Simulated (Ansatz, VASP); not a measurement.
**One calculation of Ni, two programs**

```
CELL_PARAMETERS angstrom
0.00000 1.77010 1.77010
1.77010 0.00000 1.77010
1.77010 1.77010 0.00000
ATOMIC_POSITIONS crystal
Ni 0.00000 0.00000 0.00000
```

Alike in both runs: task single point; functional PBE; k mesh 12 × 12 × 12; occupations tetrahedron; collinear spin.

|  | VASP | Ansatz |
| --- | --- | --- |
| version | VASP 6.6.1 | Ansatz 0.2.0 |
| potentials or method | VASP PAW PBE potentials, release 64 (Ni) | PAW, plane waves, scalar-relativistic |
| plane-wave cutoff (eV) | 520 | 420 |
| valence electrons in the cell | 10 | 18 |

```tsv
	VASP	Ansatz	Ansatz less VASP
pressure (GPa)	-3.7	-3.7	+0.01
net moment per atom (μB)	0.61	0.62	+0.013
size of the moment on the site where the two differ most (μB)	0.62	0.66	+0.039
```

Site moments also hang on the region over which each program counts them. The two sets of potentials don't hold the same shells in valence. Ansatz warned: «band_table_not_solved_further».

Caveats: tetrahedron occupations give inexact forces and stress in metals.
